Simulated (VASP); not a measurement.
Re: equation of state with PBE

Crystal: Re.

```
Re
1.0
     2.76080    0.00000    0.00000
    -1.38040    2.39092    0.00000
     0.00000    0.00000    4.45820
Re
2
Direct
  0.66667 0.33333 0.75000
  0.33333 0.66667 0.25000
```

* Program: VASP 6.6.1
* Task: equation of state
* Functional: PBE
* Potentials or basis: VASP PAW PBE potentials, release 64 (Re)
* Cutoff: 520 eV
* k mesh: 11 × 11 × 6
* Occupations: fermi-dirac, width 0.05 eV
* Spin: no spin polarisation
* Further INCAR settings: ALGO = Normal; EDIFF = 1e-07; NBANDS = 14

The equilibrium volume is 14.93 Å³/atom, the bulk modulus at fixed shape and positions is 371 GPa and the pressure derivative of the bulk modulus is 4.5.

Energy against volume, from the lowest point:
```csv
volume (Å³/atom),energy (meV/atom)
13.831,108.15
14.125,55.78
14.420,21.51
14.714,3.46
15.008,0.00
15.303,9.61
15.597,30.93
```

All runs of the series together: 81 s on 1 thread of Intel(R) Xeon(R) 6975P-C (Granite Rapids), on a shared host.

Caveat: the cell was scaled at fixed shape and fractional positions, which overstates the stiffness of a crystal with free parameters, most of all of layers and chains. The run has no spin-orbit coupling, so splittings on Re are missing.
